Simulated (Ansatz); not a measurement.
Runs of Ansatz 0.2.0 on TiB2. The structure is hexagonal, space group P6/mmm (No. 191). Conventional cell: a = 3.029 Å, b = 3.029 Å, c = 3.228 Å, α = 90.00°, β = 90.00°, γ = 120.00°. Around Ti (site symmetry 6/mmm) lie 12 B at 2.38 Å. Around B (site symmetry -6m2) lie 3 B at 1.75 Å. 

```csv
task,level,k mesh,cutoff (eV),points for each segment of the path,atoms under strain,gap on the mesh (eV),pressure (GPa),V0 of scaled cells (Å³/atom),B0 (GPa)
equation of state,r2SCAN,10 × 10 × 8,500,-,-,-,-,8.51,(a)
equation of state,PBE,10 × 10 × 8,420,-,-,-,-,8.56,(b)
density of states,PBEsol,8 × 8 × 8,420,-,-,none,-5.2,-,-
band structure,PBE,10 × 10 × 8,420,14,-,none,0.3,-,-
elastic constants,PBEsol,8 × 8 × 8,420,-,clamped,none,-5.2,-,-
phonons,PBEsol,8 × 8 × 8,420,-,-,none,-,-,-
```

Alike in all rows: potentials or basis Ansatz PAW; no spin polarisation; cell as given; smearing fermi-dirac 0.05 eV.

Task: Estimate the missing entries.

Result: (a) 263; (b) 255.

Caveats: the PAW data sets come from PBE, with cores solved anew for the run's functional, which leaves a small shift of forces and pressure (some runs); the cell was scaled at fixed shape and fractional positions, which overstates the stiffness of a crystal with free parameters, most of all of layers and chains (some runs); the PAW data sets were made with another functional, which shifts forces and pressure a little (some runs); the cell is more than 3 GPa from zero pressure, which shifts response properties (some runs); elastic constants of metals need much finer meshes, so these are rough (some runs).

A gap of «none» marks a metal or a gap under the smearing width.
